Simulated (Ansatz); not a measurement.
# CdTe: the cost of one run

Computed with Ansatz 0.2.0 (DFT r2SCAN, scalar-relativistic, plane waves, PAW, unless a step's input says otherwise).

The COD entry's cell or inner coordinates are ideal or old and differ from later refinements, so a difference from it is no clean test against experiment.

3 further runs of the same task are left out: 3 set aside as unsound or not needed. Runs told in other sessions of the task aren't counted.

### 1 The starting structure

Symmetry: F-43m, No. 216, cubic system. The conventional cell has a = 6.556 Å, b = 6.556 Å, c = 6.556 Å, α = 90.00°, β = 90.00°, γ = 90.00°. Cd (site symmetry -43m) has 4 Te at 2.84 Å in its first shell of neighbours. Te (site symmetry -43m) is surrounded by 4 Cd at 2.84 Å.

As a file:

```xyz
4
Lattice="0.0000 -3.2779 -3.2779 -3.2779 0.0000 -3.2779 3.2779 3.2779 -6.5558" Properties=species:S:1:pos:R:3 pbc="T T T"
Cd    0.0000    0.0000    0.0000
Cd    0.0000    0.0000   -6.5558
Te    1.6389    1.6389   -8.1947
Te   -1.6389   -1.6389   -8.1947
```

It is built from the cell relaxed beforehand with the same method (35.22 Å³/atom).

### 2 The undisturbed cell

Input file input.yaml:

```yaml
crystal:
  lattice:
    - [0.0, -3.2778966132, -3.2778966132]
    - [-3.2778966132, 0.0, -3.2778966132]
    - [3.2778966132, 3.2778966132, -6.5557932264]
  atoms:
    - { symbol: Cd, position: [0.0, 0.0, 0.0] }
    - { symbol: Cd, position: [0.5, 0.5, 0.5] }
    - { symbol: Te, position: [0.375, 0.375, 0.875] }
    - { symbol: Te, position: [0.875, 0.875, 0.375] }
basis:
  ecutwfc: 500
kpoints:
  mp_grid: { grid: [6, 6, 8] }
hamiltonian:
  xc: r2scan
scf:
  occupations: { method: gaussian, width: 0.05 }
output:
  forces: true
  stress: true
  eigenvalues: true
  write_density: true
  write_potential: true
  elf: true
  volumetric_format: npy
```

On the command line:

```bash
$ ansatz run input.yaml --threads 2 --pin off --max-ram 5120MiB --backend cpu --events-out ev --progress --plain --runs-dir out
```

What time and memory should one allow on 2 threads of Arm Neoverse V2, shared host?

About 49 s, with a peak of 0.94 GiB.
